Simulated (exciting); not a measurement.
Here is an exciting (release sodium) calculation.

The input input.xml:

```xml
<input>
  <title>W</title>
  <structure speciespath="./" tshift="false">
    <crystal scale="1">
      <basevect>0.000000000000 3.836144032990 3.836144032990</basevect>
      <basevect>3.836144032990 0.000000000000 3.836144032990</basevect>
      <basevect>3.836144032990 3.836144032990 0.000000000000</basevect>
    </crystal>
    <species speciesfile="W.xml" rmt="2.3">
      <atom coord="0.000000000000 0.000000000000 0.000000000000"/>
    </species>
  </structure>
  <groundstate do="fromscratch" ngridk="11 11 11" rgkmax="9" gmaxvr="14" lmaxapw="10" lmaxmat="10" lmaxvr="8" xctype="GGA_PBE" stype="Fermi Dirac" swidth="0.00183747" nempty="12" ValenceRelativity="iora*" epsengy="1e-05" epspot="1e-05" maxscl="60" tforce="true" outputlevel="normal"/>
</input>
```

Potentials or basis: all-electron LAPW+lo, shipped species files, valence relativity iora*.

Command:

```bash
$ OMP_NUM_THREADS=1 exciting_smp
```

(1) Predict the band gap on the k mesh.

Results:

(1) none (metal or under the smearing width).
